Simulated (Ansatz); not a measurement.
## Quadrupolar parameters in Si at a changed volume

The cell is an entry of the Crystallography Open Database (COD), relaxed with PBE at fixed cell and then changed (volume scaled by 1.04, ions relaxed).

```xyz
8
Lattice="-3.3617 3.3617 3.3617 3.3617 -3.3617 3.3617 3.3617 3.3617 -3.3617" Properties=species:S:1:pos:R:3 pbc="T T T"
Si    0.6769    0.6769    0.6769
Si   -0.6769    2.6848    0.6769
Si    0.6769   -0.6769    2.6848
Si    2.6848    0.6769   -0.6769
Si    2.6848    2.6848    2.6848
Si    0.6769    4.0386   -0.6769
Si   -0.6769    0.6769    4.0386
Si    4.0386   -0.6769    0.6769
```

Atoms are numbered from 1 in the order listed; like atoms form one site, named after its first atom.

All values are calculated (Ansatz; DFT, PBE, plane waves and PAW, scalar-relativistic, 420 eV cutoff, Γ-centred 10×10×10 k-points, Fermi–Dirac smearing 0.05 eV), not measured.

V_zz is the principal component of the electric field gradient with the largest magnitude, η = (V_xx − V_yy)/V_zz and C_Q = eQV_zz/h. Directions are in the Cartesian axes of the cell vectors above, for the atom listed; none is given where the gradient is under 0.02 or η is above 0.95.

```json
{"site": "Si", "first atom": "1", "first shell": "4 Si at 2.34–2.42 Å", "V_zz (10²¹ V/m²)": "-1.41", "η": "0.00", "direction of V_zz (x, y, z)": "0.58 0.58 0.58"}
```

An axis of threefold or higher order runs through Si, so V_zz lies along it and η is zero.

The run finds no gap above 0.1 eV (a metal, or nearly one), so the gradients can move by 10 % or more with the k-mesh. Semilocal functionals make gaps too small and can close them, so the real compound need not be a metal.
